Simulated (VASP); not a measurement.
Input of a VASP 6.6.1 run:

File run.py:

```python
from ase.calculators.vasp import Vasp
from ase.dft.bandgap import bandgap
from ase.spacegroup import crystal

atoms = crystal(
    ['Zn', 'S'],
    basis=[[0.25, 0.25, 0.25], [0.0, 0.0, 0.0]],
    spacegroup=216,
    setting=1,
    cellpar=[5.404, 5.404, 5.404, 90.0, 90.0, 90.0],
    primitive_cell=True,
)
calc = Vasp(
    directory='calc',
    xc='vdw-df2',
    pp='PBE',
    setups={'base': 'minimal', 'Zn': '_GW', 'S': '_GW'},
    prec='Accurate',
    encut=550,
    ediff=1e-06,
    ismear=0,
    sigma=0.01,
    lreal=False,
    lasph=True,
    nelm=80,
    algo='Normal',
    isif=2,
    lwave=False,
    lcharg=True,
    lnoncollinear=True,
    lorbit=11,
    kpts=[7, 7, 7],
    gamma=True,
    nbands=30,
)
atoms.calc = calc

print('energy (eV):', atoms.get_potential_energy())
print('free energy (eV):', atoms.get_potential_energy(force_consistent=True))
efermi = calc.get_fermi_level()
print('Fermi level (eV):', efermi)
path = atoms.cell.bandpath(npoints=40, eps=1e-4)
print('path:', path.path)
calc.set(kpts=path.kpts, reciprocal=True, icharg=11, isym=0, lcharg=False)
calc.calculate(atoms)
print('gap on the path (eV):', bandgap(calc, efermi=efermi)[0])
print('direct gap on the path (eV):', bandgap(calc, efermi=efermi, direct=True)[0])
```

Potentials or basis: VASP PAW PBE potentials, release 64 (Zn_GW, S_GW).

Run with:

```bash
$ python run.py
```

(1) Estimate the band gap along the path.

(2) Predict the net moment.

Results:

(1) 1.98 eV, direct.

(2) 0.00 μB per cell.

Caveat: the log is that of the step along the path at fixed density, whose energy, stress, charges and moments have no meaning.

**The experiment to reproduce.**

“Electronic, vibrational, and thermodynamic properties of ZnS (zincblende and rocksalt structure)”, 2009, arxiv:0911.5022 quotes, for a bulk crystal of ZnS at 19 K: band gap 3.85 eV (direct).

A measured gap of ZnS is 3.85 eV (direct; 19 K; quoted in “Electronic, vibrational, and thermodynamic properties of ZnS (zincblende and rocksalt structure)”, 2009, arxiv:0911.5022); the calculated 1.98 eV misses it by -1.87 eV. The value is that of vdW-DF2, without temperature or zero-point motion.
